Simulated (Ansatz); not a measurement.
A relaxation computed with Ansatz, from input to last step.

```yaml
crystal:
  lattice:
    - [4.4626079266, 0.0, 0.0]
    - [-2.2313039633, 3.8647318316, 0.0]
    - [0.0, 0.0, 4.7098195769]
  atoms:
    - { symbol: As, position: [0.0, 0.0, 0.5] }
    - { symbol: As, position: [0.3333333333, 0.6666666667, 0.0] }
    - { symbol: As, position: [0.6666666667, 0.3333333333, 0.0] }
    - { symbol: Pt, position: [0.0, 0.0, 0.0] }
basis:
  ecutwfc: 420
kpoints:
  mp_grid: { grid: [6, 6, 4] }
hamiltonian:
  xc: pbe
scf:
  occupations: { method: gaussian, width: 0.1 }
  lower_state_search: "off"
output:
  forces: true
  stress: true
  eigenvalues: true
relax:
  adjacent_minimum: "off"
  f_tol: 0.04
  max_steps: 70
  cell: { stress_tol: 0.4 }
```

```bash
ansatz run input.yaml --threads 1 --pin off --max-ram 2560MiB --backend cpu --events-out ev --progress --plain --runs-dir out
```

All numbers below come from DFT PBE, scalar-relativistic, plane waves, PAW in Ansatz 0.2.0.

Of 6 frames 6 are shown, positions in Å and forces in eV/Å; the SCF threshold varies from step to step. Steps run on the plane waves of an earlier cell, with a Pulay correction in the pressure. The basis is chosen afresh for the last frame, the zero of the energies, and at times for earlier ones too; energy and pressure step there, also at an unchanged geometry.

```xyz
4
Lattice="4.4626 0.0000 0.0000 -2.2313 3.8647 0.0000 0.0000 0.0000 4.7098" Properties=species:S:1:pos:R:3:forces:R:3 pbc="T T T" step=1 free_energy_over_end_meV_per_atom=205.88 pressure_GPa=20.08
As    0.0000    0.0000    2.3549    0.0000    0.0000    0.0000
As    0.0000    2.5765    0.0000    0.0000    0.0000    0.0000
As    2.2313    1.2882    0.0000    0.0000    0.0000    0.0000
Pt    0.0000    0.0000    0.0000    0.0000    0.0000    0.0000
4
Lattice="4.6804 0.0000 0.0000 -2.3402 4.0533 0.0000 0.0000 0.0000 4.9167" Properties=species:S:1:pos:R:3:forces:R:3 pbc="T T T" step=2 free_energy_over_end_meV_per_atom=9.94 pressure_GPa=2.83
As    0.0000    0.0000    2.4584    0.0000    0.0000    0.0000
As    0.0000    2.7022    0.0000    0.0000    0.0000    0.0000
As    2.3402    1.3511    0.0000    0.0000    0.0000    0.0000
Pt    0.0000    0.0000    0.0000    0.0000    0.0000    0.0000
4
Lattice="4.7270 0.0000 0.0000 -2.3635 4.0937 0.0000 0.0000 0.0000 4.9415" Properties=species:S:1:pos:R:3:forces:R:3 pbc="T T T" step=3 free_energy_over_end_meV_per_atom=2.98 pressure_GPa=0.69
As    0.0000    0.0000    2.4707    0.0000    0.0000    0.0000
As    0.0000    2.7292    0.0000    0.0000    0.0000    0.0000
As    2.3635    1.3646    0.0000    0.0000    0.0000    0.0000
Pt    0.0000    0.0000    0.0000    0.0000    0.0000    0.0000
4
Lattice="4.7464 0.0000 0.0000 -2.3732 4.1105 0.0000 0.0000 0.0000 4.9261" Properties=species:S:1:pos:R:3:forces:R:3 pbc="T T T" step=4 free_energy_over_end_meV_per_atom=1.83 pressure_GPa=0.31
As    0.0000    0.0000    2.4630    0.0000    0.0000    0.0000
As    0.0000    2.7403    0.0000    0.0000    0.0000    0.0000
As    2.3732    1.3702    0.0000    0.0000    0.0000    0.0000
Pt    0.0000    0.0000    0.0000    0.0000    0.0000    0.0000
4
Lattice="4.7754 0.0000 0.0000 -2.3877 4.1356 0.0000 0.0000 0.0000 4.8897" Properties=species:S:1:pos:R:3:forces:R:3 pbc="T T T" step=5 free_energy_over_end_meV_per_atom=1.15 pressure_GPa=0.01
As    0.0000    0.0000    2.4449    0.0000    0.0000    0.0000
As    0.0000    2.7571    0.0000    0.0000    0.0000    0.0000
As    2.3877    1.3785    0.0000    0.0000    0.0000    0.0000
Pt    0.0000    0.0000    0.0000    0.0000    0.0000    0.0000
4
Lattice="4.7754 0.0000 0.0000 -2.3877 4.1356 0.0000 0.0000 0.0000 4.8897" Properties=species:S:1:pos:R:3:forces:R:3 pbc="T T T" step=6 free_energy_over_end_meV_per_atom=0.00 pressure_GPa=0.08
As    0.0000    0.0000    2.4449    0.0000    0.0000    0.0000
As    0.0000    2.7571    0.0000    0.0000    0.0000    0.0000
As    2.3877    1.3785    0.0000    0.0000    0.0000    0.0000
Pt    0.0000    0.0000    0.0000    0.0000    0.0000    0.0000
```

The start puts this composition into another compound's structure type, which needn't suit it. At the end the space group is P6/mmm (tolerance 0.05 Å).

It took 24 s on 1 thread of Arm Neoverse V2, on a shared host, peak memory 0.39 GiB.

The k mesh is coarse. Spin–orbit coupling is left out, which can shift energies with elements as heavy as these.